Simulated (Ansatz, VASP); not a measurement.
# One calculation of Ru, two programs

The input INCAR:

```
  PREC = Accurate
  ENCUT = 600
  EDIFF = 1E-6
  ISMEAR = -1
  SIGMA = 0.03
  LREAL = F
  LASPH = T
  NELM = 100
  ALGO = Fast
  ISIF = 3
  LWAVE = F
  LCHARG = F
  GGA = PE
  IBRION = 2
  NSW = 100
  EDIFFG = -0.005
```

KPOINTS

```
Automatic mesh
0
Gamma
  10 10 10
```

Contents of POSCAR:

```
Ru
1.0
    0.0000000000      2.9564995863      2.9564995863
    2.9564995863      0.0000000000      2.9564995863
    2.9564995863      2.9564995863      0.0000000000
Ru
2
Direct
    0.0000000000      0.0000000000      0.0000000000
    0.2500000000      0.2500000000      0.2500000000
```

Input for Ansatz:

```yaml
crystal:
  lattice:
    - [0.0, 2.9564995863, 2.9564995863]
    - [2.9564995863, 0.0, 2.9564995863]
    - [2.9564995863, 2.9564995863, 0.0]
  atoms:
    - { symbol: Ru, position: [0.0, 0.0, 0.0] }
    - { symbol: Ru, position: [0.25, 0.25, 0.25] }
kpoints:
  mp_grid: { grid: [10, 10, 10] }
scf:
  occupations: { method: fermi_dirac, width: 0.03 }
hamiltonian:
  xc: pbe
  pseudopotentials: { kind: paw }
output:
  forces: true
  stress: true
relax:
  f_tol: 0.005
  max_steps: 80
  cell: {}
```

Alike in both runs: task relaxation of cell and atoms; functional PBE; k mesh 10 × 10 × 10; occupations fermi-dirac, width 0.03 eV; no spin polarisation.

```csv
,VASP,Ansatz
version,VASP 6.6.1,Ansatz 0.2.0
potentials or method,"VASP PAW PBE potentials, release 64 (Ru_pv)","PAW with Ansatz's default frozen-core files, scalar-relativistic"
plane-wave cutoff (eV),600,420
valence electrons in the cell,28,32
```

|  | VASP | Ansatz | Ansatz less VASP |
| --- | --- | --- | --- |
| relaxed volume (Å³/atom) | 20.32 | 20.28 | -0.039 |
| relaxed cell length with the largest relative difference (Å) | 3.859 | 3.857 | -0.0025 |
| energy change over the relaxation (meV/atom) | -483 | -486 | -3.7 |

The two sets of potentials don't hold the same shells in valence.

Caveats: the volume moved by over 15 % at a fixed basis, so the end points are rough.
